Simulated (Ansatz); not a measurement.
**SnO₂ (Pa-3), a vibration from a frozen displacement**

All numbers below come from DFT PBE, scalar-relativistic, plane waves, PAW in Ansatz. Cutoff 420 eV, Γ-centred 8×8×8 k-points, Gaussian smearing of 0.05 eV. No spin polarisation. Energies are free energies at this smearing, counted from the undisturbed cell; pressure is positive in compression.

The undisturbed cell (relaxed at this level; this form isn't the usual structure):

```
Sn O
1.0
     5.16980    0.00000    0.00000
     0.00000    5.16980    0.00000
     0.00000    0.00000    5.16980
Sn O
4 8
Direct
  0.00000 0.50000 0.50000
  0.50000 0.50000 0.00000
  0.50000 0.00000 0.50000
  0.00000 0.00000 0.00000
  0.33909 0.16091 0.83909
  0.16091 0.83909 0.33909
  0.83909 0.33909 0.16091
  0.66091 0.66091 0.66091
  0.33909 0.33909 0.33909
  0.16091 0.66091 0.83909
  0.83909 0.16091 0.66091
  0.66091 0.83909 0.16091
```

Atom 5 (O) is moved by x along the Cartesian unit vector (0.000, 0.000, 1.000); the cell and all other atoms stay fixed. The cell's volume is 138.17 Å³; the moved atoms weigh 15.999 u together and the others 586.833 u.

| x (Å) | ΔE (meV/cell) | total force on the moved atoms along the move (eV/Å) | pressure (GPa) |
| --- | --- | --- | --- |
| -0.3000 | 667.48 | 4.9751 | 2.2698 |
| -0.2400 | 407.90 | 3.7065 | 1.4217 |
| -0.1800 | 219.52 | 2.5971 | 0.7935 |
| -0.1200 | 93.54 | 1.6231 | 0.3611 |
| -0.0600 | 22.47 | 0.7634 | 0.1022 |
| 0.0000 | 0.00 | 0.0004 | -0.0042 |
| 0.1200 | 80.27 | -1.2918 | 0.1644 |
| 0.1800 | 174.61 | -1.8434 | 0.4055 |
| 0.2400 | 300.47 | -2.3441 | 0.7314 |
| 0.3000 | 455.03 | -2.8014 | 1.1301 |

Task: What frequency belongs to this motion?

Result: The force constant is k = −dF/dx = 12.067 eV/Å², from the parabola through x = -0.0600, 0 and 0.1200. In every cell the moved atoms swing against the rest, so the mass is μ = m₁m₂/(m₁ + m₂) = 15.574 u, and ν̃ = 521.5 cm⁻¹ × √(|k|/μ) = 459 cm⁻¹. Steps this long are already anharmonic: the energies of the same points give k = 11.594 eV/Å², so the harmonic k is uncertain by that gap or more. The pattern needn't be a normal mode: ν̃² is then a weighted mean of the squared nonzero frequencies at the zone centre of this cell, taken without macroscopic field, so it lies between the lowest and the highest of them.

Task: How far does the harmonic law reach?

Result: At x = -0.300 Å, kx²/2 = 543.02 meV against the computed 667.48 meV (+22.9 %): the well stiffens in this direction at large amplitude.

Cost: 10 runs of about 54 core-minutes in all, on Intel Xeon Processor @ 2.50GHz (Skylake/Cascade Lake) (shared hosts).

The well is clearly lopsided: at every amplitude sampled on both sides, moving the oxygen towards negative x costs more energy than the opposite move, 667.48 against 455.03 meV at the largest. The structure explains this. Each oxygen has three near tin neighbours, and the negative direction drives this atom almost head-on into one of them, where closed-shell repulsion rises steeply. The positive direction stretches that bond and closes the other two only obliquely, so the restoring force grows ever more slowly. The leading anharmonicity is therefore cubic, as expected for an oxygen site without inversion symmetry.

The pressure rises for large displacements of either sign, which suggests that the restoring force weakens as the lattice expands, the usual behaviour of a bond-stretching motion. The 459 cm⁻¹ is plausible for light oxygen moving against a stiff, polar Sn–O framework, but it shouldn't be assigned to a single Raman or infrared line. Nor does the positive curvature along this one path establish that the Pa-3 form is dynamically stable.
